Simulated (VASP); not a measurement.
Te:

```xyz
3
Lattice="4.3798 0.0000 0.0000 -2.1899 3.7930 0.0000 0.0000 0.0000 5.8340" Properties=species:S:1:pos:R:3 pbc="T T T"
Te    1.1616    0.0000    1.9447
Te   -0.5808    1.0060    3.8894
Te    1.6091    2.7870    0.0000
```

The cell isn't the ideal one: a relaxed cell with its volume scaled by 0.94.

| Quantity | Value |
| --- | --- |
| Program | VASP 6.6.1 |
| Task | relaxation of shape and atoms at fixed volume |
| Functional | r2SCAN |
| Dispersion | rVV10 |
| Potentials or basis | VASP PAW PBE potentials, release 64 (Te) |
| Cutoff | 600 eV |
| k mesh | 9 × 9 × 6 |
| Occupations | gaussian, width 0.03 eV |
| Spin | no spin polarisation |

At the start: pressure 3.6 GPa; volume 32.31 Å³/atom.

Task: Where does the relaxation end?

Result: Over 7 steps the energy falls by 12.1 meV/atom; space group P3_121 (No. 152, to 0.05 Å).

Step by step:
```
step  energy change (eV)  largest force (eV/Å)  pressure (GPa)
   1              0.0000                0.3826            3.59
   2             -0.0240                0.2148            2.75
   3             -0.0355                0.0218            1.44
   4             -0.0361                0.0152            1.65
   5             -0.0361                0.0213            1.69
   6             -0.0363                0.0154            1.69
   7             -0.0364                0.0060            1.69
```

Final structure:
```cif
data_structure
_symmetry_space_group_name_H-M 'P 1'
_symmetry_Int_Tables_number 1
_cell_length_a 4.3326
_cell_length_b 4.3326
_cell_length_c 5.9617
_cell_angle_alpha 90.000
_cell_angle_beta 90.000
_cell_angle_gamma 120.000
_cell_volume 96.92
loop_
_atom_site_label
_atom_site_type_symbol
_atom_site_fract_x
_atom_site_fract_y
_atom_site_fract_z
_atom_site_occupancy
Te1 Te 0.27629 0.00000 0.33333 1
Te2 Te 0.00000 0.27629 0.66667 1
Te3 Te 0.72371 0.72371 0.00000 1
```

Caveat: the PAW data sets were made with another functional, which shifts forces and pressure a little.
